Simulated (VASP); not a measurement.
Input of a VASP 6.6.1 run:

Contents of INCAR:

```
  PREC = Accurate
  ENCUT = 300
  EDIFF = 1E-6
  ISMEAR = 0
  SIGMA = 0.03
  LREAL = F
  LASPH = T
  NELM = 80
  ALGO = Normal
  ISIF = 3
  LWAVE = F
  LCHARG = F
  GGA = PE
  IBRION = 2
  NSW = 90
  EDIFFG = -0.01
```

KPOINTS

```
Automatic mesh
0
Gamma
  5 5 3
```

Contents of POSCAR:

```
ZrSe2
1.0
    3.7980000000      0.0000000000      0.0000000000
   -1.8990000000      3.2891644836      0.0000000000
    0.0000000000      0.0000000000      6.1920000000
Zr Se
1 2
Direct
    0.0000000000      0.0000000000      0.0000000000
    0.3333333333      0.6666666667      0.2500000000
    0.6666666667      0.3333333333      0.7500000000
```

Potentials or basis: VASP PAW PBE potentials, release 64 (Zr_sv, Se).

Command:

```console
$ cat potpaw_PBE.64/Zr_sv/POTCAR potpaw_PBE.64/Se/POTCAR > POTCAR
$ mpirun -np 1 vasp_std > vasp.out
```

**Question.** What does it give for the relaxed volume?

**Answer.** 27.83 Å³/atom.

**Question.** Estimate the band gap on the k mesh.

**Answer.** 0.48 eV, indirect (least direct gap 1.08 eV).

The path:
| step | energy change (eV) | largest force (eV/Å) | pressure (GPa) | volume (Å³) |
| --- | --- | --- | --- | --- |
| 1 | 0.0000 | 0.2901 | 2.08 | 77.35 |
| 2 | 0.0002 | 0.3717 | -2.03 | 81.17 |
| 3 | -0.0147 | 0.0487 | -0.07 | 79.22 |
| 4 | -0.0165 | 0.0659 | -0.01 | 79.25 |
| 5 | -0.0178 | 0.0901 | 0.08 | 79.30 |
| 6 | -0.0179 | 0.0982 | 0.11 | 79.32 |
| 7 | -0.0192 | 0.0805 | 0.14 | 79.61 |
| 8 | -0.0223 | 0.0263 | 0.23 | 80.47 |
| 9 | -0.0244 | 0.0824 | 0.46 | 82.20 |
| 10 | -0.0251 | 0.0516 | 0.24 | 82.64 |
| 11 | -0.0255 | 0.0075 | -0.07 | 83.27 |
| 12 | -0.0255 | 0.0059 | -0.07 | 83.29 |
| 13 | -0.0255 | 0.0028 | -0.08 | 83.34 |
| 14 | -0.0256 | 0.0000 | -0.09 | 83.37 |
| 15 | -0.0258 | 0.0101 | -0.06 | 83.47 |
| 16 | -0.0257 | 0.0299 | -0.02 | 83.66 |
| 17 | -0.0259 | 0.0172 | -0.05 | 83.54 |
| 18 | -0.0259 | 0.0030 | 0.03 | 83.48 |

Caveat: an odd mesh through Γ misses points on the zone boundary, where band edges often lie; this functional lacks dispersion, which binds the layers, so the pressure and a relaxed spacing across them are unreliable. A hybrid or GW would open this gap; PBE tends to underestimate it.
